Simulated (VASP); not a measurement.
# HfB (Fm-3m) in VASP: notebook

The runs below take HfB through single point, with PBE.

All numbers are computed with VASP 6.6.1; they aren't measurements. Logs are shortened: lines on timing, memory, paths and dates and some standing lists are left out, and cuts for length are marked.

### 1 The undisturbed crystal

It takes space group Fm-3m (No. 225, cubic). Conventional cell: a = 4.620 Å, b = 4.620 Å, c = 4.620 Å, α = 90.00°, β = 90.00°, γ = 90.00°. Around Hf (site symmetry m-3m) lie 6 B at 2.31 Å. Around B (site symmetry m-3m) lie 6 Hf at 2.31 Å.

### 2 Single point, PBE (volume scaled by 1.04)

INCAR reads:

```
SYSTEM = HfB
PREC = Accurate
ENCUT = 520
EDIFF = 1E-7
ISMEAR = -1
SIGMA = 0.05
LREAL = .False.
LASPH = .True.
NELM = 100
ALGO = Normal
ISIF = 2
LWAVE = .False.
LCHARG = .False.
GGA = PE
NBANDS = 14
```

KPOINTS reads:

```
regular mesh
0
Gamma
  10 10 10
  0 0 0
```

POSCAR reads:

```
HfB
1.0
    0.0000000000      2.3403982228      2.3403982228
    2.3403982228      0.0000000000      2.3403982228
    2.3403982228      2.3403982228      0.0000000000
Hf B
1 1
Direct
    0.5000000000      0.5000000000      0.5000000000
    0.0000000000      0.0000000000      0.0000000000
```

Potentials or basis: VASP PAW PBE potentials, release 64 (Hf_pv, B).

Launch:

```bash
> cat potpaw_PBE.64/Hf_pv/POTCAR potpaw_PBE.64/B/POTCAR > POTCAR
> mpirun -np 1 vasp_std > vasp.out
```

OUTCAR:

```text
SYSTEM = HfB
   PREC = Accurate
   ENCUT = 520
   EDIFF = 1E-7
   ISMEAR = -1
   LREAL = .False.
   LASPH = .True.
   NELM = 100
   ISIF = 2
   GGA = PE

 ion  position               nearest neighbor table
   1  0.500  0.500  0.500-   2 2.34   2 2.34   2 2.34   2 2.34   2 2.34   2 2.34
   2  0.000  0.000  0.000-   1 2.34   1 2.34   1 2.34   1 2.34   1 2.34   1 2.34

  LATTYP: Found a face centered cubic cell.
 ALAT       =     4.6807964456

  Lattice vectors:

 A1 = (   0.0000000000,   2.3403982228,   2.3403982228)
 A2 = (   2.3403982228,   0.0000000000,   2.3403982228)
 A3 = (   2.3403982228,   2.3403982228,   0.0000000000)

Analysis of symmetry for initial positions (statically):
=====================================================================
 Subroutine PRICEL returns:
 Original cell was already a primitive cell.

 Routine SETGRP: Setting up the symmetry group for a
 face centered cubic supercell.

 Subroutine GETGRP returns: Found 48 space group operations
 (whereof 48 operations were pure point group operations)
 out of a pool of 48 trial point group operations.

The static configuration has the point symmetry O_h .

Analysis of symmetry for dynamics (positions and initial velocities):
=====================================================================
 Subroutine PRICEL returns:
 Original cell was already a primitive cell.

 Routine SETGRP: Setting up the symmetry group for a
 face centered cubic supercell.

 Subroutine GETGRP returns: Found 48 space group operations
 (whereof 48 operations were pure point group operations)
 out of a pool of 48 trial point group operations.

The dynamic configuration has the point symmetry O_h .

 Subroutine INISYM returns: Found 48 space group operations
 (whereof 48 operations are pure point group operations),
 and found     1 'primitive' translations

----------------------------------------------------------------------------------------

                                     Primitive cell

  volume of cell :      25.6389

  direct lattice vectors                    reciprocal lattice vectors
     0.000000000  2.340398223  2.340398223    -0.213638856  0.213638856  0.213638856
     2.340398223  0.000000000  2.340398223     0.213638856 -0.213638856  0.213638856
     2.340398223  2.340398223  0.000000000     0.213638856  0.213638856 -0.213638856

  length of vectors
     3.309822908  3.309822908  3.309822908     0.370033354  0.370033354  0.370033354

  position of ions in fractional coordinates (direct lattice)
     0.500000000  0.500000000  0.500000000
     0.000000000  0.000000000  0.000000000

  ion indices of the primitive-cell ions
   primitive index   ion index
                 1           1
                 2           2

----------------------------------------------------------------------------------------

 KPOINTS: regular mesh

Automatic generation of k-mesh.
 Grid dimensions read from file:
 generate k-points for:   10   10   10

 Generating k-lattice:

  Cartesian coordinates                     Fractional coordinates (reciprocal lattice)
    -0.021363886  0.021363886  0.021363886     0.100000000  0.000000000  0.000000000
     0.021363886 -0.021363886  0.021363886     0.000000000  0.100000000  0.000000000
     0.021363886  0.021363886 -0.021363886     0.000000000  0.000000000  0.100000000

  Length of vectors
     0.037003335  0.037003335  0.037003335

  Shift w.r.t. Gamma in fractional coordinates (k-lattice)
     0.000000000  0.000000000  0.000000000

 Subroutine IBZKPT returns following result:
 ===========================================

 Found     47 irreducible k-points:

 Following reciprocal coordinates:
            Coordinates               Weight
  0.000000  0.000000  0.000000      1.000000
  0.100000  0.000000  0.000000      8.000000
  0.200000  0.000000  0.000000      8.000000
  0.300000  0.000000  0.000000      8.000000
  0.400000  0.000000  0.000000      8.000000
  0.500000  0.000000  0.000000      4.000000
[... 16 lines left out ...]
  0.300000  0.300000  0.000000      6.000000
  0.400000  0.300000  0.000000     24.000000
 [... further k-points ...]
   k-points           NKPTS =     47   k-points in BZ     NKDIM =     47   number of bands    NBANDS=     14
   number of dos      NEDOS =    301   number of ions     NIONS =      2
   total plane-waves  NPLWV =  21952
   dimension x,y,z NGX =    28 NGY =   28 NGZ =   28
   dimension x,y,z NGXF=    56 NGYF=   56 NGZF=   56
   ions per type =               1   1
   NGX,Y,Z   is equivalent  to a cutoff of  14.06, 14.06, 14.06 a.u.
   NGXF,Y,Z  is equivalent  to a cutoff of  28.13, 28.13, 28.13 a.u.
 SYSTEM =  HfB
   PREC   = accura    normal or accurate (medium, high low for compatibility)
   ISTART =      0    job   : 0-new  1-cont  2-samecut
   ICHARG =      2    charge: 1-file 2-atom 10-const
   ISPIN  =      1    spin polarized calculation?
   LNONCOLLINEAR =      F non collinear calculations
   LSORBIT =      F    spin-orbit coupling
   LASPH  =      T    aspherical Exc in radial PAW
   ENCUT  =  520.0 eV  38.22 Ry    6.18 a.u.   6.15  6.15  6.15*2*pi/ulx,y,z
   NELM   =    100;   NELMIN=  2; NELMDL= -5     # of ELM steps
   EDIFF  = 0.1E-06   stopping-criterion for ELM
   LREAL  =      F    real-space projection
   EDIFFG = 0.1E-05   stopping-criterion for IOM
   NSW    =      0    number of steps for IOM
   IBRION =     -1    ionic relax: 0-MD 1-quasi-New 2-CG
   NFREE  =      0    steps in history (QN), initial steepest desc. (CG)
   ISIF   =      2    stress and relaxation
   ISYM   =      2    0-nonsym 1-usesym 2-fastsym
   POTIM  = 0.5000    time-step for ionic-motion
   TEBEG  =    0.0;   TEEND  =   0.0 temperature during run
   PSTRESS=    0.0 pullay stress
   NELECT =      13.0000    total number of electrons
   NUPDOWN=      -1.0000    fix difference up-down
   EMIN   =  10.00;   EMAX   =-10.00  energy-range for DOS
   EFERMI =   0.00;   METHOD = LEGACY
   ISMEAR =    -1;   SIGMA  =   0.05  broadening in eV -4-tet -1-fermi 0-gaus
   EFERMI_NEDOS =   21; number of points for ismear=-14 and -15
   IALGO  =     38    algorithm
   IMIX   =      4    mixing-type and parameters
     AMIX     =   0.40;   BMIX     =  1.00
     AMIX_MAG =   1.60;   BMIX_MAG =  1.00
  volume/ion in A,a.u.               =      12.82        86.51
  Fermi-wavevector in a.u.,A,eV,Ry     =   1.305438  2.466920 23.186612  1.704168
  Thomas-Fermi vector in A             =   2.436307
   LORBIT       =      0    0 simple, 1 ext, 2 COOP (PROOUT), +10 PAW based schemes
   GGA     = PE    functional components
   LHFCALC =     F    Hartree Fock is set to
   AEXX    =    0.0000 exact exchange contribution
   IVDW    =     0    specifies the selected vdW correction
   LEPSILON=     F    determine dielectric tensor
   LRPA    =     F    only Hartree local field effects (RPA)
 non-spin polarized calculation
  energy-cutoff  :      520.00
  volume of cell :       25.64
 maximum number of plane-waves:       701
 NGX is ok and might be reduce to    28
   NGX = 13   NGY = 13   NGZ = 13

 number of electron      13.0000001 magnetization

 Free energy of the ion-electron system (eV)
  ---------------------------------------------------
  ext. energy  EPLUGINS =         0.00000000
  ---------------------------------------------------
  free energy    TOTEN  =       -17.30468753 eV

  energy without entropy =      -17.29182220  energy(sigma->0) =      -17.29825487

 E-fermi :   4.8554     XC(G=0): -12.1167

 val. band max:        4.8539275164   @ k =   0.5000   0.3000   0.1000
 cond. band min:       4.9031436041   @ k =  -0.4000   0.4000   0.1000
 fundamental gap:      0.0492160877
 Fermi energy:         4.8553757731

 k-point     1 :       0.0000    0.0000    0.0000
  band No.  band energies     occupation
      1     -23.6273      2.00000
      2     -23.6273      2.00000
      3     -23.6273      2.00000
      4      -4.5724      2.00000
      5       7.0388      0.00000
      6       7.0388      0.00000
      7       7.0388      0.00000
      8       8.7161      0.00000
      9       8.7161      0.00000
     10       8.7161      0.00000
     11       8.9550      0.00000
     12       8.9550      0.00000
     13      16.4001      0.00000
     14      17.2890      0.00000

 k-point     2 :       0.1000    0.0000    0.0000
  band No.  band energies     occupation
      1     -23.6913      2.00000
      2     -23.6339      2.00000
      3     -23.6339      2.00000
      4      -4.2982      2.00000
      5       6.1459      0.00000
      6       6.6678      0.00000
      7       6.6678      0.00000
      8       7.7293      0.00000
      9       7.7293      0.00000
     10       9.1548      0.00000
     11      10.8678      0.00000
     12      10.8678      0.00000
     13      17.0974      0.00000
     14      17.6150      0.00000

 k-point     3 :       0.2000    0.0000    0.0000
  band No.  band energies     occupation
      1     -23.8552      2.00000
      2     -23.6511      2.00000
      3     -23.6511      2.00000
      4      -3.5271      2.00000
      5       4.6399      1.97349
      6       5.4175      0.00003
      7       5.4175      0.00003
      8       8.2904      0.00000
      9       8.2904      0.00000
     10       9.6293      0.00000
     11      13.1610      0.00000
     12      13.1610      0.00000
     13      18.0905      0.00000
     14      18.8507      0.00000
[... 324 lines left out ...]
 k-point    23 :       0.3000    0.3000    0.0000
  band No.  band energies     occupation
      1     -24.0155      2.00000
      2     -23.7754      2.00000
      3     -23.7754      2.00000
      4      -2.1715      2.00000
      5       2.7804      2.00000
      6       4.7035      1.90851
      7       6.4877      0.00000
      8       6.4877      0.00000
      9      10.1141      0.00000
     10      12.4358      0.00000
     11      12.4358      0.00000
     12      15.8569      0.00000
     13      19.1118      0.00000
     14      19.8759      0.00000

 k-point    24 :       0.4000    0.3000    0.0000
  band No.  band energies     occupation
      1     -24.0978      2.00000
      2     -23.8189      2.00000
      3     -23.7992      2.00000
      4      -1.7019      2.00000
      5       2.7283      2.00000
      6       4.1604      2.00000
      7       6.1594      0.00000
      8       6.9496      0.00000
      9      10.9767      0.00000
     10      12.5262      0.00000
     11      12.7987      0.00000
     12      16.7605      0.00000
     13      17.2274      0.00000
     14      19.8480      0.00000

 [... further k-points ...]
[... 5 lines left out ...]
  --------------------------------------------------------------------------------------
  -------------------------------------------------------------------------------------
  Total        3.2278287      3.2278287      3.2278287      0.0000000      0.0000000      0.0000000
  in kB      201.7073795    201.7073795    201.7073795      0.0000000      0.0000000      0.0000000
  external PRESSURE =     201.7073795 kB  Pullay stress =       0.0000000 kB

 VOLUME and BASIS-vectors are now :
 -----------------------------------------------------------------------------
  energy-cutoff  :      520.00
  volume of cell :       25.64
      direct lattice vectors                 reciprocal lattice vectors
     0.000000000  2.340398223  2.340398223    -0.213638856  0.213638856  0.213638856
     2.340398223  0.000000000  2.340398223     0.213638856 -0.213638856  0.213638856
     2.340398223  2.340398223  0.000000000     0.213638856  0.213638856 -0.213638856

 POSITION                                       TOTAL-FORCE (eV/Angst)
 -----------------------------------------------------------------------------------
      2.34040      2.34040      2.34040        -0.000000     -0.000000     -0.000000
      0.00000      0.00000      0.00000         0.000000      0.000000      0.000000
 -----------------------------------------------------------------------------------
    total drift:                                0.000000      0.000000      0.000000

  FREE ENERGIE OF THE ION-ELECTRON SYSTEM (eV)
  ---------------------------------------------------
  free  energy   TOTEN  =       -17.3046875334 eV

  energy  without entropy=      -17.2918221970  energy(sigma->0) =      -17.29825487
```

Wall time 18 s (1 thread of Intel Xeon Platinum 8488C (Sapphire Rapids), shared host); peak memory 0.17 GiB.

What came out:

```yaml
Free_energy: -17.3047 eV
Pressure: 20.2 GPa
Band_gap_on_the_k_mesh: none (metal or under the smearing width)
```

Levels at points of the mesh, in eV from the Fermi level:
```
           k point  band 3  band 4  band 5  band 6  band 7  band 8  band 9  band 10  band 11  band 12
(0.00, 0.00, 0.00)  -28.48   -9.43    2.18    2.18    2.18    3.86    3.86     3.86     4.10     4.10
(0.50, 0.00, 0.00)  -28.55   -4.88   -4.19   -1.28   -1.28    6.30    6.30     7.28     8.26    13.64
(0.50, 0.50, 0.00)  -28.71   -6.61   -1.01   -0.98    2.26    2.26    6.02     7.60     7.60     8.93
```

Caveat: so large a pressure means that the cell lies far from this level's equilibrium, or that cutoff or potentials fall short. Spin-orbit coupling is left out, which matters for the levels of Hf.

[end of part 1 of 2]
